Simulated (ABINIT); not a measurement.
The system is MgO.

```
Mg O
1.0
     2.93802    0.00000    0.00000
    -1.46901    2.54440    0.00000
     0.00000    0.00000    2.67968
Mg O
1 1
Direct
  0.00000 0.00000 0.00000
  0.33333 0.66667 0.50000
```

Measurements of this composition are mostly on another form, of space group No. 225.

Base run:

| Item | Value |
| --- | --- |
| Program | ABINIT 10.8.3 (patched build) |
| Functional | BLYP |
| Potentials or basis | JTH PAW PBE v2.0 |
| Cutoff | 762 eV |
| k mesh | 10 × 10 × 10 |
| Occupations | fermi-dirac, width 0.05 eV |
| Spin | no spin polarisation |

Its results: band gap on the k mesh 3.29 eV, indirect (least direct gap 3.68 eV); pressure 1.9 GPa.

Problem. The run is repeated on the same cell with these changes: functional from BLYP to AM05. What comes out?

Solution. Band gap on the k mesh 3.00 eV, indirect (least direct gap 3.40 eV); pressure -3.4 GPa.

AM05 binds more tightly than BLYP, so the same cell stands under less pressure.

Caveats: the PAW data sets were made with another functional, which shifts forces and pressure a little.
